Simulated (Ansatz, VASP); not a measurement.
Two plane-wave programs on SiO2

```
Si O
1.0
     4.20500    0.00000    0.00000
     0.00000    4.20500    0.00000
     0.00000    0.00000    2.40580
Si O
2 4
Direct
  0.50000 0.50000 0.50000
  0.00000 0.00000 0.00000
  0.69443 0.69443 0.00000
  0.19443 0.80557 0.50000
  0.30557 0.30557 0.00000
  0.80557 0.19443 0.50000
```

Alike in both runs: task single point; functional LDA; k mesh 6 × 6 × 8; occupations gaussian, width 0.05 eV; no spin polarisation.

```csv
,VASP,Ansatz
version,VASP 6.6.1,Ansatz 0.2.0
potentials or method,"VASP PAW LDA potentials, release 64 (Si, O)","scalar-relativistic, plane waves, PAW"
plane-wave cutoff (eV),520,520
valence electrons in the cell,32,32
```

```csv
,VASP,Ansatz,Ansatz less VASP
gap on the k mesh at the Fermi level (eV),7.34,7.35,+0.014
least direct gap on the mesh (eV),7.34,7.35,+0.014
rms of the force components (eV/Å),0.154,0.109,-0.0457
```

Atom by atom the forces differ by 0.046 eV/Å (rms over components). Ansatz warned: «pseudo_functional_mismatch».

 A hybrid or GW would open this gap; LDA tends to underestimate it. A k mesh can miss the band edges.
